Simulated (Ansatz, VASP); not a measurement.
# TiTe2: VASP beside Ansatz

The input INCAR:

```
SYSTEM = TiTe2
  PREC = Accurate
  ENCUT = 520
  EDIFF = 1E-7
  ISMEAR = -1
  SIGMA = 0.05
  LREAL = .FALSE.
  LASPH = .TRUE.
  NELM = 80
  ALGO = Normal
  ISIF = 2
  LWAVE = .FALSE.
  LCHARG = .FALSE.
  GGA = CA
  NBANDS = 19
```

File KPOINTS:

```
Automatic mesh
0
G
  8 8 4
  0 0 0
```

POSCAR

```
TiTe2
1.0
    3.7770000000      0.0000000000      0.0000000000
   -1.8885000000      3.2709779501      0.0000000000
    0.0000000000      0.0000000000      6.4980000000
Te Ti
2 1
Direct
    0.3333333333      0.6666666667      0.7372000000
    0.6666666667      0.3333333333      0.2628000000
    0.0000000000      0.0000000000      0.0000000000
```

File input.yaml:

```yaml
crystal:
  lattice:
    - [3.777, 0.0, 0.0]
    - [-1.8885, 3.2709779501, 0.0]
    - [0.0, 0.0, 6.498]
  atoms:
    - { symbol: Te, position: [0.3333333333, 0.6666666667, 0.7372] }
    - { symbol: Te, position: [0.6666666667, 0.3333333333, 0.2628] }
    - { symbol: Ti, position: [0.0, 0.0, 0.0] }
kpoints:
  mp_grid: { grid: [8, 8, 4] }
scf:
  occupations: { method: fermi_dirac, width: 0.05 }
hamiltonian:
  xc: lda
  pseudopotentials: { kind: all_electron, lapw: { basis_error: 0.002 } }
output:
  forces: true
  stress: true
  eigenvalues: true
```

Alike in both runs: task single point; functional LDA; k mesh 8 × 8 × 4; occupations fermi-dirac, width 0.05 eV; no spin polarisation.

```csv
,VASP,Ansatz
version,VASP 6.6.1,Ansatz 0.2.0
potentials or method,"VASP PAW LDA potentials, release 64 (Te, Ti_sv)","all-electron LAPW, scalar-relativistic"
plane-wave cutoff (eV),520,see its input
```

Ansatz gave:

```
gap on the k mesh at the Fermi level (eV)       : none
pressure (GPa)                                  : -4.1
largest component of the traceless stress (GPa) : 0.16
rms of the force components (eV/Å)              : 0.145
```

Problem. Which values does VASP return?

Solution. gap on the k mesh at the Fermi level (eV): none; pressure (GPa): -4.0; largest component of the traceless stress (GPa): 0.17; rms of the force components (eV/Å): 0.132.

Atom by atom the forces differ by 0.013 eV/Å (rms over components). A gap of «none» marks a metal or a gap that the smearing closes. Ansatz ran all-electron here, so the differences hold the error of VASP's frozen core and of both bases.

The runs have no spin-orbit coupling, so splittings on Te are missing.
